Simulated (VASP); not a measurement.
# LiCl (Fm-3m) in VASP: settings compared, part 3 of 3

VASP 6.6.1. Earlier steps stand in the parts before.

## 5. Band structure, PBEsol

The input, INCAR:

```
SYSTEM = LiCl
  PREC = Accurate
  ENCUT = 520
  EDIFF = 1E-6
  ISMEAR = 0
  SIGMA = 0.02
  LREAL = .False.
  LASPH = .True.
  NELM = 100
  ALGO = Fast
  ISIF = 2
  LWAVE = .False.
  LCHARG = .False.
  GGA = PS
  NBANDS = 12
```

The input, KPOINTS:

```
Automatic mesh
0
Gamma
  10 10 10
  0 0 0
```

The input, POSCAR:

```
LiCl
1.0
    0.0000000000      2.5647700000      2.5647700000
    2.5647700000      0.0000000000      2.5647700000
    2.5647700000      2.5647700000      0.0000000000
Cl Li
1 1
Direct
    0.5000000000      0.5000000000      0.5000000000
    0.0000000000      0.0000000000      0.0000000000
```

The input, KPOINTS_OPT:

```
path GXWKGLUWLK,UX
20
line-mode
reciprocal
 0.0000000000  0.0000000000  0.0000000000  G
 0.5000000000  0.0000000000  0.5000000000  X

 0.5000000000  0.0000000000  0.5000000000  X
 0.5000000000  0.2500000000  0.7500000000  W

 0.5000000000  0.2500000000  0.7500000000  W
 0.3750000000  0.3750000000  0.7500000000  K

 0.3750000000  0.3750000000  0.7500000000  K
 0.0000000000  0.0000000000  0.0000000000  G

 0.0000000000  0.0000000000  0.0000000000  G
 0.5000000000  0.5000000000  0.5000000000  L

 0.5000000000  0.5000000000  0.5000000000  L
 0.6250000000  0.2500000000  0.6250000000  U

 0.6250000000  0.2500000000  0.6250000000  U
 0.5000000000  0.2500000000  0.7500000000  W

 0.5000000000  0.2500000000  0.7500000000  W
 0.5000000000  0.5000000000  0.5000000000  L

 0.5000000000  0.5000000000  0.5000000000  L
 0.3750000000  0.3750000000  0.7500000000  K

 0.6250000000  0.2500000000  0.6250000000  U
 0.5000000000  0.0000000000  0.5000000000  X
```

Potentials or basis: VASP PAW PBE potentials, release 64 (Cl, Li_sv).

Started as:

```console
cat potpaw_PBE.64/Cl/POTCAR potpaw_PBE.64/Li_sv/POTCAR > POTCAR
mpirun -np 1 vasp_std > vasp.out
```

OUTCAR:

```text
SYSTEM = LiCl
   PREC = Accurate
   ENCUT = 520
   EDIFF = 1E-6
   ISMEAR = 0
   LREAL = .False.
   LASPH = .True.
   NELM = 100
   ISIF = 2
   GGA = PS

 ion  position               nearest neighbor table
   1  0.500  0.500  0.500-   2 2.56   2 2.56   2 2.56   2 2.56   2 2.56   2 2.56
   2  0.000  0.000  0.000-   1 2.56   1 2.56   1 2.56   1 2.56   1 2.56   1 2.56

  LATTYP: Found a face centered cubic cell.
 ALAT       =     5.1295400000

  Lattice vectors:

 A1 = (   0.0000000000,   2.5647700000,   2.5647700000)
 A2 = (   2.5647700000,   0.0000000000,   2.5647700000)
 A3 = (   2.5647700000,   2.5647700000,   0.0000000000)

Analysis of symmetry for initial positions (statically):
=====================================================================
 Subroutine PRICEL returns:
 Original cell was already a primitive cell.

 Routine SETGRP: Setting up the symmetry group for a
 face centered cubic supercell.

 Subroutine GETGRP returns: Found 48 space group operations
 (whereof 48 operations were pure point group operations)
 out of a pool of 48 trial point group operations.

The static configuration has the point symmetry O_h .

Analysis of symmetry for dynamics (positions and initial velocities):
=====================================================================
 Subroutine PRICEL returns:
 Original cell was already a primitive cell.

 Routine SETGRP: Setting up the symmetry group for a
 face centered cubic supercell.

 Subroutine GETGRP returns: Found 48 space group operations
 (whereof 48 operations were pure point group operations)
 out of a pool of 48 trial point group operations.

The dynamic configuration has the point symmetry O_h .

 Subroutine INISYM returns: Found 48 space group operations
 (whereof 48 operations are pure point group operations),
 and found     1 'primitive' translations

----------------------------------------------------------------------------------------

                                     Primitive cell

  volume of cell :      33.7423

  direct lattice vectors                    reciprocal lattice vectors
     0.000000000  2.564770000  2.564770000    -0.194949255  0.194949255  0.194949255
     2.564770000  0.000000000  2.564770000     0.194949255 -0.194949255  0.194949255
     2.564770000  2.564770000  0.000000000     0.194949255  0.194949255 -0.194949255

  length of vectors
     3.627132518  3.627132518  3.627132518     0.337662014  0.337662014  0.337662014

  position of ions in fractional coordinates (direct lattice)
     0.500000000  0.500000000  0.500000000
     0.000000000  0.000000000  0.000000000

  ion indices of the primitive-cell ions
   primitive index   ion index
                 1           1
                 2           2

----------------------------------------------------------------------------------------

 KPOINTS: Automatic mesh

Automatic generation of k-mesh.
 Grid dimensions read from file:
 generate k-points for:   10   10   10

 Generating k-lattice:

  Cartesian coordinates                     Fractional coordinates (reciprocal lattice)
    -0.019494925  0.019494925  0.019494925     0.100000000  0.000000000  0.000000000
     0.019494925 -0.019494925  0.019494925     0.000000000  0.100000000  0.000000000
     0.019494925  0.019494925 -0.019494925     0.000000000  0.000000000  0.100000000
[... 41 lines left out ...]
   total plane-waves  NPLWV =  21952
   dimension x,y,z NGX =    28 NGY =   28 NGZ =   28
   dimension x,y,z NGXF=    56 NGYF=   56 NGZF=   56
   ions per type =               1   1
   NGX,Y,Z   is equivalent  to a cutoff of  12.83, 12.83, 12.83 a.u.
   NGXF,Y,Z  is equivalent  to a cutoff of  25.67, 25.67, 25.67 a.u.
 SYSTEM =  LiCl
   PREC   = accura    normal or accurate (medium, high low for compatibility)
   ISTART =      0    job   : 0-new  1-cont  2-samecut
   ICHARG =      2    charge: 1-file 2-atom 10-const
   ISPIN  =      1    spin polarized calculation?
   LNONCOLLINEAR =      F non collinear calculations
   LSORBIT =      F    spin-orbit coupling
   LASPH  =      T    aspherical Exc in radial PAW
   ENCUT  =  520.0 eV  38.22 Ry    6.18 a.u.   6.74  6.74  6.74*2*pi/ulx,y,z
   NELM   =    100;   NELMIN=  2; NELMDL= -5     # of ELM steps
   EDIFF  = 0.1E-05   stopping-criterion for ELM
   LREAL  =      F    real-space projection
   EDIFFG = 0.1E-04   stopping-criterion for IOM
   NSW    =      0    number of steps for IOM
   IBRION =     -1    ionic relax: 0-MD 1-quasi-New 2-CG
   NFREE  =      0    steps in history (QN), initial steepest desc. (CG)
   ISIF   =      2    stress and relaxation
   ISYM   =      2    0-nonsym 1-usesym 2-fastsym
   POTIM  = 0.5000    time-step for ionic-motion
   TEBEG  =    0.0;   TEEND  =   0.0 temperature during run
   PSTRESS=    0.0 pullay stress
   NELECT =      10.0000    total number of electrons
   NUPDOWN=      -1.0000    fix difference up-down
   EMIN   =  10.00;   EMAX   =-10.00  energy-range for DOS
   EFERMI =   0.00;   METHOD = LEGACY
   ISMEAR =     0;   SIGMA  =   0.02  broadening in eV -4-tet -1-fermi 0-gaus
   EFERMI_NEDOS =   21; number of points for ismear=-14 and -15
   IALGO  =     68    algorithm
   IMIX   =      4    mixing-type and parameters
     AMIX     =   0.40;   BMIX     =  1.00
     AMIX_MAG =   1.60;   BMIX_MAG =  1.00
  volume/ion in A,a.u.               =      16.87       113.85
  Fermi-wavevector in a.u.,A,eV,Ry     =   1.091482  2.062601 16.209056  1.191332
  Thomas-Fermi vector in A             =   2.227728
   LORBIT       =      0    0 simple, 1 ext, 2 COOP (PROOUT), +10 PAW based schemes
   GGA     = PS    functional components
   LHFCALC =     F    Hartree Fock is set to
   AEXX    =    0.0000 exact exchange contribution
   IVDW    =     0    specifies the selected vdW correction
   LEPSILON=     F    determine dielectric tensor
   LRPA    =     F    only Hartree local field effects (RPA)
 non-spin polarized calculation
 RMM-DIIS sequential band-by-band and
 Gauss-broadening in eV      SIGMA  =   0.02
  energy-cutoff  :      520.00
  volume of cell :       33.74
 maximum number of plane-waves:       934
   NGX = 13   NGY = 13   NGZ = 13

 number of electron      10.0000005 magnetization

 Free energy of the ion-electron system (eV)
  ---------------------------------------------------
  ext. energy  EPLUGINS =         0.00000000
  ---------------------------------------------------
  free energy    TOTEN  =        -7.63439146 eV

  energy without entropy =       -7.63439146  energy(sigma->0) =       -7.63439146

 E-fermi :   0.6712     XC(G=0):  -8.9101

 val. band max:        0.5347848822   @ k =  -0.1000   0.1000   0.0000
 cond. band min:       6.6722751446   @ k =   0.0000   0.0000   0.0000
 fundamental gap:      6.1374902624
 Fermi energy:         0.6711750404

 k-point     1 :       0.0000    0.0000    0.0000
  band No.  band energies     occupation
      1     -42.2793      2.00000
      2     -12.8578      2.00000
      3       0.5347      2.00000
      4       0.5347      2.00000
      5       0.5347      2.00000
      6       6.6723      0.00000
      7      12.3464      0.00000
      8      12.3464      0.00000
      9      12.3464      0.00000
     10      14.9508      0.00000
     11      15.0694      0.00000
     12      15.1161      0.00000
[... 331 lines left out ...]
 k-point    24 :       0.4000    0.3000    0.0000
  band No.  band energies     occupation
      1     -42.2762      2.00000
      2     -12.2190      2.00000
      3      -1.8498      2.00000
      4      -0.4736      2.00000
      5      -0.3408      2.00000
      6       8.7754      0.00000
      7       9.3391      0.00000
      8      10.9593      0.00000
      9      13.1123      0.00000
     10      13.9987      0.00000
     11      17.4659      0.00000
     12      19.3822      0.00000

 [... further k-points ...]

------------------------ aborting loop because EDIFF is reached ----------------------------------------

  FORCE on cell =-STRESS in cart. coord.  units (eV):
  Direction    XX          YY          ZZ          XY          YZ          ZX
  --------------------------------------------------------------------------------------
  -------------------------------------------------------------------------------------
  Total       -0.2777956     -0.2777956     -0.2777956      0.0000000      0.0000000      0.0000000
  in kB      -13.1904845    -13.1904845    -13.1904845      0.0000000      0.0000000      0.0000000
  external PRESSURE =     -13.1904845 kB  Pullay stress =       0.0000000 kB

 VOLUME and BASIS-vectors are now :
 -----------------------------------------------------------------------------
  energy-cutoff  :      520.00
  volume of cell :       33.74
      direct lattice vectors                 reciprocal lattice vectors
     0.000000000  2.564770000  2.564770000    -0.194949255  0.194949255  0.194949255
     2.564770000  0.000000000  2.564770000     0.194949255 -0.194949255  0.194949255
     2.564770000  2.564770000  0.000000000     0.194949255  0.194949255 -0.194949255

 POSITION                                       TOTAL-FORCE (eV/Angst)
 -----------------------------------------------------------------------------------
      2.56477      2.56477      2.56477         0.000000      0.000000      0.000000
      0.00000      0.00000      0.00000        -0.000000     -0.000000     -0.000000
 -----------------------------------------------------------------------------------
    total drift:                                0.000000      0.000000      0.000000

  FREE ENERGIE OF THE ION-ELECTRON SYSTEM (eV)
  ---------------------------------------------------
  free  energy   TOTEN  =        -7.6343914604 eV

  energy  without entropy=       -7.6343914604  energy(sigma->0) =       -7.63439146
```

It took 35 s on 1 thread of Intel Xeon Platinum 8559C (Emerald Rapids), shared host; peak memory 0.16 GiB.

What came out:

```yaml
Free_energy: -7.6344 eV
Band_gap_on_the_k_mesh: 6.14 eV, direct
Band_gap_along_the_path: 6.13 eV, direct
```

Levels at the corners of the path, in eV from the valence-band top:
| point | band 2 | band 3 | band 4 | band 5 | band 6 | band 7 | band 8 | band 9 |
| --- | --- | --- | --- | --- | --- | --- | --- | --- |
| Γ | -13.40 | 0.00 | 0.00 | 0.00 | 6.13 | 11.81 | 11.81 | 11.81 |
| X | -12.56 | -2.96 | -1.13 | -1.13 | 7.77 | 8.09 | 12.27 | 13.99 |
| X | -12.56 | -2.96 | -1.13 | -1.13 | 7.77 | 8.09 | 12.27 | 13.99 |
| W | -12.57 | -2.17 | -2.17 | -1.09 | 9.47 | 10.02 | 10.27 | 10.27 |
| W | -12.57 | -2.17 | -2.17 | -1.09 | 9.47 | 10.02 | 10.27 | 10.27 |
| K | -12.59 | -2.54 | -1.82 | -0.85 | 7.94 | 9.81 | 11.29 | 11.66 |
| K | -12.59 | -2.54 | -1.82 | -0.85 | 7.94 | 9.81 | 11.29 | 11.66 |
| Γ | -13.40 | 0.00 | 0.00 | 0.00 | 6.13 | 11.81 | 11.81 | 11.81 |
| Γ | -13.40 | 0.00 | 0.00 | 0.00 | 6.13 | 11.81 | 11.81 | 11.81 |
| L | -12.81 | -2.88 | -0.27 | -0.27 | 6.56 | 9.39 | 9.39 | 12.82 |
| L | -12.81 | -2.88 | -0.27 | -0.27 | 6.56 | 9.39 | 9.39 | 12.82 |
| U | -12.59 | -2.54 | -1.82 | -0.85 | 7.94 | 9.81 | 11.29 | 11.66 |
| U | -12.59 | -2.54 | -1.82 | -0.85 | 7.94 | 9.81 | 11.29 | 11.66 |
| W | -12.57 | -2.17 | -2.17 | -1.09 | 9.47 | 10.02 | 10.27 | 10.27 |
| W | -12.57 | -2.17 | -2.17 | -1.09 | 9.47 | 10.02 | 10.27 | 10.27 |
| L | -12.81 | -2.88 | -0.27 | -0.27 | 6.56 | 9.39 | 9.39 | 12.82 |
| L | -12.81 | -2.88 | -0.27 | -0.27 | 6.56 | 9.39 | 9.39 | 12.82 |
| K | -12.59 | -2.54 | -1.82 | -0.85 | 7.94 | 9.81 | 11.29 | 11.66 |
| U | -12.59 | -2.54 | -1.82 | -0.85 | 7.94 | 9.81 | 11.29 | 11.66 |
| X | -12.56 | -2.96 | -1.13 | -1.13 | 7.77 | 8.09 | 12.27 | 13.99 |

Caveat: the cutoff is under 1.25 times the usual one of these potentials, so pressure, stress and relaxed cells hold a basis-set (Pulay) error; the PAW data sets were made with another functional, which shifts forces and pressure a little. Expect the measured gap to be larger: semilocal functionals such as PBEsol lack the derivative discontinuity.

## 6. For comparison

An earlier run on the cell as given: functional PBE; potentials or basis VASP PAW PBE potentials, release 64 (Cl, Li_sv); cutoff 520 eV; k mesh 9 × 9 × 9; occupations fermi-dirac, width 0.05 eV; no spin polarisation.

* Band gap on the k mesh: 6.34 eV, direct

## 7. Overview

| task | level | potentials or basis | k mesh | smearing | ladder | grid for exact exchange (PRECFOCK) | exchange at q = 0 | share of exact exchange | gap on the mesh (eV) |
| --- | --- | --- | --- | --- | --- | --- | --- | --- | --- |
| band structure | r2SCAN-EpsX | VASP PAW PBE potentials, release 64 (Cl, Li_sv) | 6 × 6 × 6 | gaussian 0.02 eV | gaps | Fast | truncated | 0.3367 | 9.63 |
| band structure | LDA | VASP PAW LDA potentials, release 64 (Cl, Li_sv) | 10 × 10 × 10 | gaussian 0.02 eV | free | - | - | - | 6.00 |
| band structure | PBE | VASP PAW PBE potentials, release 64 (Cl, Li_sv) | 10 × 10 × 10 | gaussian 0.02 eV | free | - | - | - | 6.34 |
| band structure | PBEsol | VASP PAW PBE potentials, release 64 (Cl, Li_sv) | 10 × 10 × 10 | gaussian 0.02 eV | free | - | - | - | 6.14 |
| single point | PBE | VASP PAW PBE potentials, release 64 (Cl, Li_sv) | 9 × 9 × 9 | fermi-dirac 0.05 eV | - | - | - | - | 6.34 |

Alike in all rows: no spin polarisation; cell as given; cutoff (eV) 520.

Caveats: the cutoff is under 1.25 times the usual one of these potentials, so pressure, stress and relaxed cells hold a basis-set (Pulay) error; the PAW data sets were made with another functional, which shifts forces and pressure a little (some runs); an odd mesh through Γ misses points on the zone boundary, where band edges often lie (some runs).

Total energies depend on the potentials used, so only differences within one code and one set of settings carry meaning.
